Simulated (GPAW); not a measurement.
# MoS2 (2H monolayer): G0W0 with GPAW, start to end

How does a plane-wave GW calculation on MoS2 (2H monolayer) run from the first input to the gap?

Method: PBE and many-body steps on it, plane waves, in GPAW 26.7.0.

**The experiments to reproduce.**

- Gap 2.3 eV: quasiparticle (electronic) gap from STS, on graphene; scanning tunnelling spectroscopy; 77 K; monolayer on graphene (“Slow cooling and efficient extraction of C-exciton hot carriers in MoS2 monolayer”, 2017, pmc:5227064).

- Gap 2.5 eV: fundamental (single-particle) direct gap, lower bound from photocurrent onset; photocurrent spectroscopy; 77 K; monolayer (suspended monolayer device) (“Probing excitonic states in suspended two-dimensional semiconductors by photocurrent spectroscopy”, 2014, pmc:4198869).

- Gap 1.85 eV: optical gap from PL peak (excitonic); photoluminescence, 473 nm laser; monolayer on sapphire (“Determination of band alignment in the single layer MoS2/WSe2 heterojunction”, 2014, arxiv:1406.5137).

- Gap 1.933 eV: optical gap, bright neutral exciton X0 (1s) energy from PL; photoluminescence; monolayer (exfoliated monolayer encapsulated in hexagonal BN, cryogenic temperature) (“Filtering the photoluminescence spectra of atomically thin semiconductors with graphene”, 2019, arxiv:1908.10690).

- Gap 2.4 eV: quasiparticle gap of monolayer from STS; scanning tunnelling spectroscopy; monolayer (CVD-grown on highly oriented pyrolytic graphite, n-type, UHV) on HOPG (“Nanoscale redox mapping at the MoS2-liquid interface”, 2021, pmc:7910562).

This is a selection; 32 further reports are not listed.

This is a report of a sequence of runs, with most program output left out.

## Step 1: Starting point

The cell holds 3 atoms: 1 Mo and 2 S. Cell: a = 3.468 Å, b = 3.468 Å, c = 14.400 Å, α = 90.0°, β = 90.0°, γ = 120.0°. Vacuum lies along c.

The start is a generated structure, not a measured one.

## Step 2: Relaxation

This step: GPAW 26.7.0; DFT, PBE, plane waves, PAW.

A relaxation at this level of theory: leftover forces would pass straight into the levels.

File run.py:

```python
import json
import numpy as np
from gpaw.mpi import world
from ase import Atoms
from ase.constraints import FixSymmetry
from ase.filters import FrechetCellFilter
from ase.optimize import BFGS
from gpaw import GPAW, PW, FermiDirac

atoms = Atoms(['Mo', 'S', 'S'],
    cell=[[3.4681845800, 0.0000000000, 0.0000000000],
      [-1.7340922900, 3.0035359513, 0.0000000000],
      [0.0000000000, 0.0000000000, 14.4000000000]],
    scaled_positions=[[0.3333333333, 0.6666666667, 0.5000000000],
      [0.6666666667, 0.3333333333, 0.6175784361],
      [0.6666666667, 0.3333333333, 0.3824215639]],
    pbc=(True, True, False))
atoms.set_constraint(FixSymmetry(atoms))
atoms.calc = GPAW(mode=PW(550),
    xc='PBE',
    kpts={'size': (9, 9, 1), 'gamma': True},
    occupations=FermiDirac(0.02),
    convergence={'density': 1e-5},
    txt='relax.txt')
steps = []
opt = BFGS(FrechetCellFilter(atoms, mask=[1, 1, 0, 0, 0, 1]), logfile='bfgs.log')
opt.attach(lambda: steps.append([atoms.get_potential_energy(), atoms.cell[:], atoms.positions.copy(), atoms.get_forces()]))
converged = opt.run(fmax=0.03, steps=50)
res = {'converged': bool(converged), 'steps': steps, 'cell': atoms.cell[:], 'frac': atoms.get_scaled_positions()}

if world.rank == 0:
    with open('result.json', 'w') as f:
        json.dump(res, f, default=lambda x: x.tolist())
```

The run is started by

```bash
$ mpirun -n 8 gpaw python run.py
```

It took 68 s on 8 MPI ranks of Intel Xeon Platinum 8375C at 2.90GHz (Ice Lake), shared host; peak memory 1.6 GiB; 8 min of CPU time.

Step by step:

```tsv
step	energy less that of the first step (eV)	largest force (eV/Å)
1	0.0000	2.7141
2	-0.4124	2.2397
3	-1.0864	1.6984
4	-1.1790	0.0816
5	-1.1942	0.3062
6	-1.2084	0.4046
7	-1.2192	0.2899
8	-1.2234	0.0856
9	-1.2239	0.0085
```

The atoms that moved most (Å):

```tsv
atom	dx	dy	dz	length
S2	0.000	0.000	-0.130	0.130
S3	0.000	0.000	0.130	0.130
```

Final coordinates:

```cif
data_structure
_symmetry_space_group_name_H-M 'P 1'
_symmetry_Int_Tables_number 1
_cell_length_a 3.1826
_cell_length_b 3.1826
_cell_length_c 14.4000
_cell_angle_alpha 90.000
_cell_angle_beta 90.000
_cell_angle_gamma 120.000
_cell_volume 126.31
loop_
_atom_site_label
_atom_site_type_symbol
_atom_site_fract_x
_atom_site_fract_y
_atom_site_fract_z
_atom_site_occupancy
Mo1 Mo 0.33333 0.66667 0.50000 1
S2 S 0.66667 0.33333 0.60857 1
S3 S 0.66667 0.33333 0.39143 1
```

## Step 3: Ground state

The ground-state density comes first.

File run.py:

```python
import json
import numpy as np
from gpaw.mpi import world
from ase import Atoms
from gpaw import GPAW, PW, FermiDirac

atoms = Atoms(['Mo', 'S', 'S'],
    cell=[[3.1825805774, 0.0000000000, 0.0000000000],
      [-1.5912902887, 2.7561956296, 0.0000000000],
      [0.0000000000, 0.0000000000, 14.4000000000]],
    scaled_positions=[[0.3333333333, 0.6666666667, 0.5000000000],
      [0.6666666667, 0.3333333333, 0.6085687458],
      [0.6666666667, 0.3333333333, 0.3914312542]],
    pbc=(True, True, False))
calc = GPAW(mode=PW(450),
    xc='PBE',
    kpts={'size': (12, 12, 1), 'gamma': True},
    occupations=FermiDirac(0.001),
    nbands=-7,
    convergence={'density': 1e-6, 'bands': -3},
    maxiter=100,
    txt='gs.txt')
atoms.calc = calc
res = {'energy': atoms.get_potential_energy()}
kpts = calc.get_ibz_k_points()
res['kpts'] = kpts
res['eigenvalues'] = [calc.get_eigenvalues(kpt=k) for k in range(len(kpts))]
res['n_electrons'] = calc.get_number_of_electrons()
calc.write('gs.gpw')

if world.rank == 0:
    with open('result.json', 'w') as f:
        json.dump(res, f, default=lambda x: x.tolist())
```

The run is started by

```bash
$ mpirun -n 8 gpaw python run.py
```

It took 12 s on 8 MPI ranks; peak memory 1.3 GiB.

This step gave:

* total energy: -22.10 eV
* gap: 1.655 eV
* k of the valence top: 0, 0, 0
* k of the conduction bottom: 0.3333, 0.3333, 0
* least direct gap: 1.666 eV

The gap is indirect, with the least direct gap 0.011 eV higher.

## Step 4: Empty states on the mesh, 9×9×1 mesh, 215 bands

The sums over transitions need many empty states on a uniform mesh; this step solves for them.

File run.py:

```python
import json
import numpy as np
from gpaw.mpi import world
from gpaw import GPAW

calc = GPAW('gs.gpw').fixed_density(kpts={'size': (9, 9, 1), 'gamma': True},
    parallel={'domain': 1, 'band': 1},
    txt='nscf.txt')
calc.diagonalize_full_hamiltonian(nbands=215)
calc.write('full.gpw', mode='all')
res = {}
kpts = calc.get_ibz_k_points()
res['kpts'] = kpts
res['eigenvalues'] = [calc.get_eigenvalues(kpt=k) for k in range(len(kpts))]
res['n_electrons'] = calc.get_number_of_electrons()

if world.rank == 0:
    with open('result.json', 'w') as f:
        json.dump(res, f, default=lambda x: x.tolist())
```

The run is started by

```bash
$ mpirun -n 8 gpaw python run.py
```

It took 51 s on 8 MPI ranks; peak memory 5.1 GiB; 6.3 min of CPU time.

Numbers from this step:

```
gap                                                           : 1.655 eV
k of the valence top                                          : 0, 0, 0
k of the conduction bottom                                    : 0.3333, 0.3333, 0
least direct gap                                              : 1.666 eV
k points computed                                             : 12
lowest point of the top converged band, above the valence top : 76.6465 eV
```

On this mesh the gap is 1.655 eV.

## Step 5: Screening and self-energy, 9×9×1 mesh, 95 bands, screening to 48 eV

G0W0 replaces the xc potential by the self-energy, built once from these orbitals. Only a window of levels is corrected, while the sums run over the empty bands that the input names.

This step: G0W0 on PBE, plane waves, PAW.

File run.py:

```python
import json
import numpy as np
from gpaw.mpi import world
from gpaw.response.g0w0 import G0W0

gw = G0W0('full.gpw',
    filename='gw',
    kpts=[0, 6],
    bands=(11, 15),
    ecut=48,
    nbands=95,
    truncation='2D',
    integrate_gamma='sphere',
    q0_correction=True,
    frequencies={'type': 'nonlinear', 'domega0': 0.15, 'omega2': 15.0},
    eta=0.1,
    nblocksmax=True)
gw.calculate()
res = {mode: {k: v for k, v in r.items() if k != 'sigma_eskwn'}
       for mode, r in gw.all_results.items()}

if world.rank == 0:
    with open('result.json', 'w') as f:
        json.dump(res, f, default=lambda x: x.tolist())
```

The run is started by

```bash
$ mpirun -n 8 gpaw python run.py
```

The job ended after 87 s (8 MPI ranks; peak memory 2.9 GiB; 12 min of CPU time).

This step gave:

```
G0W0 gap on the points computed              : 2.625 eV
least direct G0W0 gap on the computed points : 2.625 eV
Z at the valence top                         : 0.7330
Z at the conduction bottom                   : 0.7302
starting gap on the mesh                     : 1.655 eV
k of the valence top                         : 0.3333, 0.3333, 0
k of the conduction bottom                   : 0.3333, 0.3333, 0
```

The gap on the mesh goes from 1.65 eV to 2.62 eV, a correction of +0.97 eV.

Limits: finite bands, cutoff and mesh; no spin-orbit coupling. v1 is the top filled band, c1 the lowest empty one. The levels before and after the correction (eV, zero at the valence-band top of each column):

```tsv
	conduction bottom	valence top
Kohn-Sham	1.65	0.00
G0W0	2.62	0.00
```

```tsv
	level	energy (eV)
Kohn-Sham	(0.333 0.333 0) v2	-2.121
Kohn-Sham	(0.333 0.333 0) v1	-0.011
Kohn-Sham	(0.333 0.333 0) c1	1.655
Kohn-Sham	(0.333 0.333 0) c2	3.053
G0W0	(0.333 0.333 0) v2	-2.612
G0W0	(0.333 0.333 0) v1	0.000
G0W0	(0.333 0.333 0) c1	2.625
G0W0	(0.333 0.333 0) c2	3.939
```

## Step 6: Where the time went

Times are wall times on 8 MPI ranks of Intel Xeon Platinum 8375C at 2.90GHz (Ice Lake), shared host, good to a factor of about two.

```tsv
step	time	share	memory (GiB)
relaxation	68 s	31 %	1.6
ground state	12 s	5 %	1.3
empty states on the mesh	51 s	24 %	5.1
screening and self-energy	87 s	40 %	2.9
```

## Step 7: Results

```yaml
pbe_gap: 1.65 eV, indirect (only 11 meV under the direct gap)
g0w0_gap_on_the_mesh: 2.62 eV
gw_settings: 9×9×1 mesh, 95 bands, screening to 48 eV, full frequency, Hilbert transform
known_limits: not at the basis limit; no spin-orbit coupling
```

In words: G0W0 moves the gap on the mesh from 1.65 eV to 2.62 eV (+0.97 eV), with Z of 0.73 and 0.73 at the edges. Only 2 of the mesh's irreducible points were corrected, so a valley elsewhere could overtake. Against experiment, by G0W0@PBE: the gap of 2.62 eV lies +0.32 eV from the measured 2.3 eV (electronic, 77 K, on graphene, 2017); the direct gap of 2.62 eV lies +0.12 eV from the measured 2.5 eV (electronic, 77 K, lower bound, suspended, 2014); the direct gap of 2.62 eV lies +0.77 eV from the measured 1.85 eV (exciton, on sapphire, 2014); the direct gap of 2.62 eV lies +0.69 eV from the measured 1.933 eV (exciton, encapsulated, 2019); the gap of 2.62 eV lies +0.22 eV from the measured 2.4 eV (electronic, on HOPG, 2021). An exciton line or allowed optical edge lies below the quasiparticle gap by the binding energy; a forbidden edge can push the onset above it. The computed sheet is free-standing; a substrate or cover screens it further and lowers both gap and binding, while the exciton line moves little. The calculation has static nuclei and no excitons; a measured gap holds zero-point and thermal motion, which mostly lowers it. Bands and cutoff are finite, so the gap is not at the basis limit. The miss can reach some tenths of an eV and take either sign; the mesh is an error of its own. These stock PAW sets were not made for GW. In the G0W0 run levels were corrected at 2 k points alone, so a gap called «on the mesh» is the least over those, and an edge elsewhere would be missed. The many-body steps are scalar-relativistic: spin-orbit coupling is not in them.

[Paths, hosts, dates, memory and timing lines, banners, echoed tables and standing remarks are left out of the program output.]

[Logs are printed without paths, hosts, clocks, repeated set-up lines and the standing remarks that a program may print on its own settings, such as how far it seeks lower states.]

[Runs of the session that timed out or met a known fault of the program may be left out.]

[Hosts, paths, dates, database ids (printed as entryN), source tags and the programs' standing remarks are cut or masked in the printed files.]
